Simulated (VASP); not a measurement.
HfSiO4, 6 atoms in the cell. It takes space group Cmmm (No. 65, orthorhombic). The conventional cell has a = 6.401 Å, b = 6.703 Å, c = 2.848 Å, α = 90.00°, β = 90.00°, γ = 90.00°. Hf (site symmetry mmm) has 6 O at 1.91 Å as nearest neighbours. Si (site symmetry mmm) has 6 O at 1.93 to 2.03 Å as nearest neighbours. O (site symmetry 2mm) is surrounded by 2 Hf at 1.91 Å and 1 Si at 1.93 Å. Around O (site symmetry m2m) lie 1 Hf at 1.91 Å and 2 Si at 2.03 Å. The cell was built by a generator and needn't be a form met in nature.

| Property | Result |
| --- | --- |
| Program | VASP 6.6.1 |
| Task | relaxation of cell and atoms |
| Functional | PBE |
| Potentials or basis | VASP PAW PBE potentials, release 64 (Hf_pv, Si, O) |
| Cutoff | 520 eV |
| k mesh | 3 × 3 × 5 |
| Occupations | gaussian, width 0.15 eV |
| Spin | no spin polarisation |
| Further INCAR settings | PREC = Normal; ALGO = Fast; EDIFF = 0.0001; IBRION = 2; EDIFFG = -0.08; NSW = 24; ISIF = 3 |

Potentials or basis: VASP PAW PBE potentials, release 64 (Hf_pv, Si, O).

The run is started by

```sh
$ cat potpaw_PBE.64/Hf_pv/POTCAR potpaw_PBE.64/Si/POTCAR potpaw_PBE.64/O/POTCAR > POTCAR
$ mpirun -np 2 vasp_std > vasp.out
```

Hardware: 2 MPI ranks on Intel(R) Xeon(R) Platinum 8488C (Sapphire Rapids) (shared host).

Task: How long does it take, and how much memory?

Result: It took 41 s on 2 MPI ranks on Intel(R) Xeon(R) Platinum 8488C (Sapphire Rapids), with other jobs on the host, peak memory 0.14 GiB a rank. Counts: scf iterations 78, k points 12, ion steps 10.
